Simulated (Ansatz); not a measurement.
# BN: the cost of one run

Program: Ansatz 0.2.0. Level of theory: DFT PBEsol, scalar-relativistic. These are calculated values, not measurements.

### 1 Starting point

It takes space group P6_3/mmc (No. 194, hexagonal). Conventional cell: a = 2.504 Å, b = 2.504 Å, c = 6.661 Å, α = 90.00°, β = 90.00°, γ = 120.00°. B (site symmetry -6m2) is surrounded by 3 N at 1.45 Å. Around N (site symmetry -6m2) lie 3 B at 1.45 Å.

Structure file:

```
CELL_PARAMETERS angstrom
2.50399 0.00000 0.00000
-1.25200 2.16852 0.00000
0.00000 0.00000 6.66120
ATOMIC_POSITIONS crystal
B 0.33333 0.66667 0.25000
B 0.66667 0.33333 0.75000
N 0.33333 0.66667 0.75000
N 0.66667 0.33333 0.25000
```

Atoms are numbered in the order of the input: B1, B2, N3, N4.

### 2 After the deformation

Space group P6_3/mmc before, P-1 after.

### 3 All-electron LAPW

Input file input.yaml:

```yaml
crystal:
  lattice:
    - [2.5039917043, 0.0375598756, 0.0375598756]
    - [-1.2194680458, 2.149740489, 0.0137478686]
    - [0.099918, 0.099918, 6.6612]
  atoms:
    - { symbol: B, position: [0.3333333333, 0.6666666667, 0.25] }
    - { symbol: B, position: [0.6666666667, 0.3333333333, 0.75] }
    - { symbol: "N", position: [0.3333333333, 0.6666666667, 0.75] }
    - { symbol: "N", position: [0.6666666667, 0.3333333333, 0.25] }
kpoints:
  mp_grid: { grid: [11, 11, 4] }
  band_path:
    path:
      - [0.0, 0.0, 0.0]
      - [0.0, -0.5, 0.0]
      - [0.0, 0.0, 0.5]
      - [0.0, 0.0, 0.0]
      - [-0.5, 0.0, 0.0]
      - [-0.5, 0.5, -0.5]
      - [0.0, 0.0, 0.0]
      - [-0.5, 0.0, -0.5]
      - [-0.5, 0.5, 0.0]
    npoints: 5
scf:
  occupations: { method: fermi_dirac, width: 0.02 }
hamiltonian:
  xc: pbesol
  pseudopotentials: { kind: all_electron, lapw: { basis_error: 0.001 } }
output:
  forces: true
  stress: true
  eigenvalues: true
```

On the command line:

```bash
> ansatz run input.yaml --threads 1 --pin off --max-ram 6144MiB --backend cpu --events-out ev --progress --plain --runs-dir out
```

Q: Estimate wall time and peak memory on 1 thread of Arm Neoverse V2, shared host.

About 80 s, with a peak of 1.1 GiB.
